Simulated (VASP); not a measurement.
A run of VASP 6.6.1:

INCAR

```
PREC = Accurate
ENCUT = 600
EDIFF = 1E-7
ISMEAR = 0
SIGMA = 0.03
LREAL = F
LASPH = T
NELM = 80
ALGO = Normal
ISIF = 3
LWAVE = F
LCHARG = F
GGA = PE
IVDW = 12
IBRION = 2
NSW = 90
EDIFFG = -0.005
LATTICE_CONSTRAINTS = .TRUE. .TRUE. .FALSE.
```

The input KPOINTS:

```
regular mesh
0
Gamma
  12 12 1
```

Contents of POSCAR:

```
TiSe2                                   
1.0
    3.4745717054     -0.0000000000      0.0000000000
   -1.7372858527      3.0090673662      0.0000000000
    0.0000000000      0.0000000000     21.0644416000
  Se              Ti            
     2     1
Direct
     0.6666666699999979    0.3333333300000021    0.4253316809744951
     0.3333333300000021    0.6666666699999979    0.5746683190255046
     1.0000000000000000    0.0000000000000000    0.5000000000000000
```

Potentials or basis: VASP PAW PBE potentials, release 64 (Se, Ti_sv).

The run is started by

```console
$ cat potpaw_PBE.64/Se/POTCAR potpaw_PBE.64/Ti_sv/POTCAR > POTCAR
$ mpirun -np 1 vasp_std > vasp.out
```

Hardware: 1 thread of Intel(R) Xeon(R) Platinum 8488C (Sapphire Rapids), with other jobs on the host.

How long does it take, and how much memory?

Wall time 110 s on 1 thread of Intel(R) Xeon(R) Platinum 8488C (Sapphire Rapids), on a shared host, peak memory 0.41 GiB. Counts: scf iterations 25, k points 19, ion steps 1.
